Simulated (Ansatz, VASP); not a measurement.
Ga2O3 in VASP and in Ansatz

```xyz
10
Lattice="6.1070 -1.5186 0.0000 6.1070 1.5186 0.0000 -1.3860 0.0000 5.6300" Properties=species:S:1:pos:R:3 pbc="T T T"
Ga    3.2184    0.0000    3.8621
Ga    7.6096    0.0000    1.7679
Ga   10.8240    0.0000    1.1564
Ga    0.0041    0.0000    4.4736
O     5.1267    0.0000    4.1853
O     5.7013    0.0000    1.4447
O     9.4919    0.0000    2.4592
O     1.3361    0.0000    3.1708
O     8.9710    0.0000    5.0118
O     1.8570    0.0000    0.6182
```

Alike in both runs: task single point; functional PBE; k mesh 9 × 9 × 5; occupations gaussian, width 0.011 eV; no spin polarisation.

```csv
,VASP,Ansatz
version,VASP 6.6.1,Ansatz 0.2.0
potentials or method,"VASP PAW PBE potentials, release 64 (Ga_d, O)",Ansatz PAW
plane-wave cutoff (eV),520,420
valence electrons in the cell,88,88
```

```csv
,VASP,Ansatz,Ansatz less VASP
gap on the k mesh at the Fermi level (eV),2.42,2.44,+0.015
least direct gap on the mesh (eV),2.44,2.46,+0.013
pressure (GPa),10.2,9.6,-0.64
largest component of the traceless stress (GPa),0.78,0.67,-0.102
rms of the force components (eV/Å),0.087,0.082,-0.0050
```

Atom by atom the forces differ by 0.010 eV/Å (rms over components). The functional is the same, so the differences come from potentials, cutoffs and numerics.

Caveats: an odd mesh through Γ misses points on the zone boundary, where band edges often lie (VASP); odd divisions of the mesh miss points on the zone boundary, where band edges often lie, so the gap on the mesh can be too wide (Ansatz); the pressure holds a Pulay correction of +0.8 GPa for the finite cutoff (Ansatz).
